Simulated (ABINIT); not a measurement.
Here is an ABINIT 10.8.3 (patched build) calculation.

Contents of run.abi:

```
# Datasets: one volume each
ndtset 7
getwfk -1
scalecart1 3*0.9795861087
scalecart2 3*0.9864848297
scalecart3 3*0.9932883884
scalecart4 3*1.0000000000
scalecart5 3*1.0066227096
scalecart6 3*1.0131594038
scalecart7 3*1.0196128224

# Pseudopotentials
pp_dirpath "./"
pseudos "Zr.GGA_PBE-JTH.xml, B.GGA_PBE-JTH.xml"

# Structure
acell 3*1.0
rprim
     5.9904318151     0.0000000000     0.0000000000
    -2.9952159075     5.1878661315     0.0000000000
     0.0000000000     0.0000000000     6.6764023983
ntypat 2
znucl 40 5
natom 3
typat 1 2 2
xred
     0.0000000000     0.0000000000     0.0000000000
     0.6666666667     0.3333333333     0.5000000000
     0.3333333333     0.6666666667     0.5000000000

# Plane-wave basis
ecut 17.0
pawecutdg 34.0

# k points
kptopt 1
ngkpt 10 10 8
nshiftk 1
shiftk 0.0 0.0 0.0

# Exchange and correlation
ixc 27

# Bands and occupations
nband 13
occopt 3
tsmear 0.00183747

# SCF cycle
nstep 100
tolvrs 1.0e-9

# Output
iomode 3
prtwf 1
prtden 0
prteig 0
prtebands 0
enunit 2
```

Potentials or basis: JTH PAW PBE v2.0.

Run with:

```console
$ abinit run.abi > log 2>&1
```

Task: Predict the bulk modulus at fixed shape and positions.

Result: 249 GPa.

Task: Estimate the equilibrium volume.

Result: 9.95 Å³/atom.

Energy against volume, from the lowest point:
```tsv
volume (Å³/atom)	energy (meV/atom)
9.634	7.57
9.839	0.31
10.044	0.00
10.249	5.92
10.454	17.65
10.659	34.46
10.864	56.11
```

Caveat: pressures at fixed basis lie under the slope of the energies; the cell was scaled at fixed shape and fractional positions, which overstates the stiffness of a crystal with free parameters, most of all of layers and chains; the PAW data sets were made with another functional, which shifts forces and pressure a little; the atomic spheres overlap.
